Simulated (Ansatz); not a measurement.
# Li: a listed cell, distorted in several ways

Aim: see how energy, forces, stress and gap of Li answer to moves of single atoms, random distortions, further strains and shifts, swapped elements, distortions that keep the symmetry. Nothing is relaxed unless a step says so.

Program: Ansatz 0.2.0. Level of theory: DFT PBE, scalar-relativistic, plane waves, PAW. These are calculated values, not measurements.

1 further run of the same task is left out (set aside as unsound or not needed).

## (1) The starting structure

Symmetry: Im-3m, No. 229, cubic system. The conventional cell has a = 3.500 Å, b = 3.500 Å, c = 3.500 Å, α = 90.00°, β = 90.00°, γ = 90.00°. Li (site symmetry m-3m) is surrounded by 8 Li at 3.03 Å.

As a file:

```cif
data_structure
_symmetry_space_group_name_H-M 'P 1'
_symmetry_Int_Tables_number 1
_cell_length_a 3.0311
_cell_length_b 3.0311
_cell_length_c 3.0311
_cell_angle_alpha 109.471
_cell_angle_beta 109.471
_cell_angle_gamma 109.471
_cell_volume 21.44
loop_
_atom_site_label
_atom_site_type_symbol
_atom_site_fract_x
_atom_site_fract_y
_atom_site_fract_z
_atom_site_occupancy
Li1 Li 0.00000 0.00000 0.00000 1
```

The structure comes from the Crystallography Open Database.

## (2) A change within the space group

What differs from the listed cell: strain xx, yy, zz, yz, xz, xy = +1.9, +1.9, +1.9, +0.0, +0.0, +0.0 %.

input.yaml reads:

```yaml
crystal:
  lattice:
    - [-1.7826725, 1.7826725, 1.7826725]
    - [1.7826725, -1.7826725, 1.7826725]
    - [1.7826725, 1.7826725, -1.7826725]
  atoms:
    - { symbol: Li, position: [0.0, 0.0, 0.0] }
basis:
  ecutwfc: 420
kpoints:
  mp_grid: { grid: [16, 16, 16] }
hamiltonian:
  xc: pbe
scf:
  occupations: { method: gaussian, width: 0.1 }
output:
  forces: true
  stress: true
  eigenvalues: true
```

## (3) A change within a subgroup

input.yaml reads:

```yaml
crystal:
  lattice:
    - [-1.652035, 1.6174375, 1.656375]
    - [1.7885, -1.6174375, 1.79284]
    - [1.652035, 1.6174375, -1.656375]
  atoms:
    - { symbol: Li, position: [0.0, 0.0, 0.0] }
basis:
  ecutwfc: 420
kpoints:
  mp_grid: { grid: [16, 16, 16] }
hamiltonian:
  xc: pbe
scf:
  occupations: { method: gaussian, width: 0.1 }
output:
  forces: true
  stress: true
  eigenvalues: true
  populations: true
```

## (4) A distortion that keeps the symmetry

input.yaml reads:

```yaml
crystal:
  lattice:
    - [-1.7546725, 1.7546725, 1.7546725]
    - [1.7546725, -1.7546725, 1.7546725]
    - [1.7546725, 1.7546725, -1.7546725]
  atoms:
    - { symbol: Li, position: [0.0, 0.0, 0.0] }
basis:
  ecutwfc: 420
kpoints:
  mp_grid: { grid: [16, 16, 16] }
hamiltonian:
  xc: pbe
scf:
  occupations: { method: gaussian, width: 0.1 }
output:
  forces: true
  stress: true
  eigenvalues: true
```

## (5) One atom moved

input.yaml reads:

```yaml
crystal:
  lattice:
    - [-1.75, 1.75, 1.75]
    - [1.75, -1.75, 1.75]
    - [1.75, 1.75, -1.75]
  atoms:
    - { symbol: Li, position: [-0.0116, -0.0115371429, 0.0199028571] }
basis:
  ecutwfc: 420
kpoints:
  mp_grid: { grid: [14, 14, 14] }
hamiltonian:
  xc: pbe
scf:
  occupations: { method: gaussian, width: 0.1 }
output:
  forces: true
  stress: true
  eigenvalues: true
  populations: true
```

## (6) A change within the space group

input.yaml reads:

```yaml
crystal:
  lattice:
    - [-1.8165, 1.8165, 1.8165]
    - [1.8165, -1.8165, 1.8165]
    - [1.8165, 1.8165, -1.8165]
  atoms:
    - { symbol: Li, position: [0.0, 0.0, 0.0] }
basis:
  ecutwfc: 420
kpoints:
  mp_grid: { grid: [14, 14, 14] }
hamiltonian:
  xc: pbe
scf:
  occupations: { method: gaussian, width: 0.1 }
output:
  forces: true
  stress: true
  eigenvalues: true
  populations: true
```

## (7) Random moves and strain, cell strained

input.yaml reads:

```yaml
crystal:
  lattice:
    - [-1.81804, 1.7967075, 1.7466225]
    - [1.75728, -1.7803975, 1.6695525]
    - [1.762985, 1.7253425, -1.7303125]
  atoms:
    - { symbol: Li, position: [0.0, 0.0, 0.0] }
basis:
  ecutwfc: 420
kpoints:
  mp_grid: { grid: [14, 16, 16] }
hamiltonian:
  xc: pbe
scf:
  occupations: { method: gaussian, width: 0.1 }
output:
  forces: true
  stress: true
  eigenvalues: true
  populations: true
```

## (8) One element swapped, cell strained: Li → K, first probe

input.yaml reads:

```yaml
crystal:
  lattice:
    - [-2.3336111914, 2.3336111914, 2.3336111914]
    - [2.3336111914, -2.3336111914, 2.3336111914]
    - [2.3336111914, 2.3336111914, -2.3336111914]
  atoms:
    - { symbol: K, position: [0.0, 0.0, 0.0] }
basis:
  ecutwfc: 420
kpoints:
  mp_grid: { grid: [6, 6, 6] }
hamiltonian:
  xc: pbe
scf:
  occupations: { method: gaussian, width: 0.1 }
output:
  forces: true
  stress: true
  eigenvalues: true
```

## (9) One element swapped, cell strained: Li → K

input.yaml: that of step 8 with these lines changed.

```diff
@@ -10,3 +10,3 @@
 kpoints:
-  mp_grid: { grid: [6, 6, 6] }
+  mp_grid: { grid: [12, 12, 12] }
 hamiltonian:
@@ -19 +19,2 @@
   eigenvalues: true
+  populations: true
```

## (10) A distortion that keeps the symmetry

input.yaml reads:

```yaml
crystal:
  lattice:
    - [-1.7396575, 1.7396575, 1.7396575]
    - [1.7396575, -1.7396575, 1.7396575]
    - [1.7396575, 1.7396575, -1.7396575]
  atoms:
    - { symbol: Li, position: [0.0, 0.0, 0.0] }
basis:
  ecutwfc: 420
kpoints:
  mp_grid: { grid: [16, 16, 16] }
hamiltonian:
  xc: pbe
scf:
  occupations: { method: gaussian, width: 0.1 }
output:
  forces: true
  stress: true
  eigenvalues: true
```

What does the calculation give? Wanted: for each run, case; energy; pressure; largest force.

As calculated:

```
step                                        case  energy (meV/atom)  pressure (GPa)  largest force (eV/Å)  gap on the mesh (eV)
   2             a change within the space group               +0.0            -1.3                  0.00                  0.00
   3                  a change within a subgroup               -2.4             0.8                  0.00                  0.00
   4        a distortion that keeps the symmetry               -6.9            -0.8                  0.00                  0.00
   5                              one atom moved              -6.1*            -0.7                  0.00                  0.00
   6             a change within the space group             +14.1*            -1.8                  0.00                  0.00
   7      random moves and strain, cell strained              -7.4*            -0.6                  0.00                  0.00
   9  one element swapped, cell strained: Li → K                n/a             2.7                  0.00                  0.00
  10        a distortion that keeps the symmetry               -9.2            -0.5                  0.00                  0.00
```

Energies are counted from step 2, with the smearing taken to zero; a star marks another k mesh, which can shift energies by itself, so starred rows don't rank against the others. Other atoms or functionals have another zero of energy (n/a). A gap of 0.00 means none on the mesh at this level.

What this shows: With one atom in the cell, moving it shifts the whole crystal, so no force arises from that. The pressure is 0.8 GPa in the smallest cell and -1.8 GPa in the largest; between them shape and moved atoms count too. The distorted cells of the listed formula and level show no gap on the mesh.
